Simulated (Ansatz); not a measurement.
Runs of Ansatz 0.2.0 on TiO2. Symmetry: P4_2/mnm, No. 136, tetragonal system. The conventional cell has a = 4.600 Å, b = 4.600 Å, c = 2.959 Å, α = 90.00°, β = 90.00°, γ = 90.00°. Ti (site symmetry mmm) has 6 O at 1.95 to 1.98 Å as nearest neighbours. O (site symmetry m2m) is surrounded by 3 Ti at 1.95 to 1.98 Å. The cell is a database's computed one.

```tsv
task	level	potentials or basis	U	cell	cutoff (eV)	points for each segment of the path	hubbard projectors	double counting	gap on the mesh (eV)	pressure (GPa)	largest force (eV/Å)
band structure	SVWN5	Ansatz PAW	-	as given	420	14	-	-	1.78	-9.1	0.13
relaxation of cell and atoms	PBEsol+U	Ansatz PAW	Ti d U = 3 eV	relaxed	420	-	ortho-atomic (the default)	fll (the default)	2.18	0.0	-
band structure	PBE	PseudoDojo stringent (PBE files)	-	as given	1252	14	-	-	1.88	3.9	(b)
band structure	r2SCAN	Ansatz PAW	-	as given	500	14	-	-	2.20	(a)	0.06
```

Alike in all rows: no spin polarisation; k mesh 6 × 6 × 9; smearing fermi-dirac 0.05 eV.

Q: Fill in the values left out.

A: (a) -1.0; (b) 0.01.

Caveats: the PAW data sets come from PBE, with cores solved anew for the run's functional, which leaves a small shift of forces and pressure (some runs); odd divisions of the mesh miss points on the zone boundary, where band edges often lie, so the gap on the mesh can be too wide (some runs); the plane-wave basis is chosen anew once the cell has moved, so the energies of steps on either side of that aren't comparable (some runs).

A k mesh can miss the band edges.
